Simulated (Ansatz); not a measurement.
Strain and the gap of CaO (rocksalt)

CaO (rocksalt), relaxed with r2SCAN in Ansatz 0.2.0. The symmetry is Fm-3m (No. 225, cubic); a = 4.795 Å in the conventional setting, 13.78 Å³ an atom. Ca has 6 O at 2.40 Å; O has 6 Ca at 2.40 Å.

The axes x, y and z are those of this cell:
```
CELL_PARAMETERS angstrom
0.00000 2.39755 2.39755
2.39755 0.00000 2.39755
2.39755 2.39755 0.00000
ATOMIC_POSITIONS crystal
Ca 0.00000 0.00000 0.00000
O 0.50000 0.50000 0.50000
```

Unstrained: PBE gives an indirect gap of 3.653 eV, from Γ to X; the least direct gap is 4.025 eV at X. With r2SCAN the valence top lies at Γ and the conduction bottom at X, 4.199 eV higher; the smallest vertical gap, at X, is 4.574 eV. The HSE06 gap is indirect, 5.312 eV (Γ to X), below the direct gap of 5.733 eV at X. Meshes: PBE 10×10×10, r2SCAN 10×10×10, HSE06 6×6×6. Strains are changes of length per length. After each strain the atoms were relaxed again with r2SCAN within the symmetry that the strain leaves, so tilts or polar shifts that break it weren't tested; points keep the names that they have in the unstrained zone. (Simulation; spin polarisation is off.)

Changes of the least gap in eV (an overlap counts as a negative gap):

| strain | volume change (%) | space group | PBE | r2SCAN | HSE06 | energy rise, r2SCAN (meV/atom) |
| --- | --- | --- | --- | --- | --- | --- |
| epitaxial -3.45 % in the xy plane, free normal strain +1.92 % | -5.0 | I4/mmm | -0.112 | -0.115 | -0.092 | 30.7 |
| uniaxial +4.16 % along [111] | +4.2 | R-3m | -0.055 | -0.059 | -0.066 | 16.3 |
| uniaxial +3.31 % along z | +3.3 | I4/mmm | -0.042 | -0.046 | -0.045 | 9.6 |

Epitaxial -3.45 % in the xy plane, free normal strain +1.92 %. HSE06: the gap goes from 5.312 to 5.220 eV (-0.092 eV); with r2SCAN the top three valence levels at Γ, degenerate before, become 2+1 from the top over 150 meV. Stress change with r2SCAN, compression positive: xx +11.33, yy +11.33, zz -0.01 GPa.

Uniaxial +4.16 % along [111], other directions held. HSE06: the gap goes from 5.312 to 5.246 eV (-0.066 eV); with r2SCAN the top three valence levels at Γ, degenerate before, become 2+1 from the top over 146 meV. Stress change with r2SCAN, compression positive: xx -4.41, yy -4.41, zz -4.41, xy -2.28, xz -2.28, yz -2.28 GPa.

Uniaxial +3.31 % along z, other directions held. HSE06: the gap goes from 5.312 to 5.267 eV (-0.045 eV); with r2SCAN the top three valence levels at Γ, degenerate before, become 2+1 from the top over 65 meV. Stress change with r2SCAN, compression positive: xx -1.84, yy -1.84, zz -6.22 GPa.

The meshes of the hybrids are coarse, so their gaps aren't converged to the digits shown.

The splittings at Γ are without spin-orbit coupling, which regroups them where it is of like size or larger.
